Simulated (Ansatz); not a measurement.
# Lithium (9R) across density functionals

All rows: Ansatz, plane waves with scalar-relativistic PAW, 420 eV (500 eV for the SCAN forms), relaxed under each functional, no dispersion correction, no zero-point motion. B₀ comes from uniform scaling at fixed shape; a dash is a value not given.

The measured cell (COD entry 9017802) has a = 3.101 Å, c = 22.765 Å (c/a = 7.341), 21.06 Å³/atom.

```csv
functional,V (Å³/atom),cell,B₀ (GPa),magnetic state,ΔE to bcc (meV/atom)
PBE,20.23,"a = 3.065 Å, c = 22.377 Å (c/a = 7.300)",14,spin not included,-3
r²SCAN,20.99,"a = 3.104 Å, c = 22.638 Å (c/a = 7.292)",13,spin not included,-1
PBEsol,20.21,"a = 3.064 Å, c = 22.370 Å (c/a = 7.300)",14,spin not included,-3
LDA,18.97,"a = 3.000 Å, c = 21.899 Å (c/a = 7.299)",15,spin not included,-3
RPBE,21.06,"a = 3.105 Å, c = 22.705 Å (c/a = 7.313)",13,spin not included,-1
BLYP,20.02,"a = 3.054 Å, c = 22.300 Å (c/a = 7.301)",14,spin not included,-3
```

Problem. What does revPBE give?

Solution. V (Å³/atom): 21.10; cell: a = 3.105 Å, c = 22.745 Å (c/a = 7.325); B₀ (GPa): 13; magnetic state: spin not included; ΔE to bcc (meV/atom): -1.
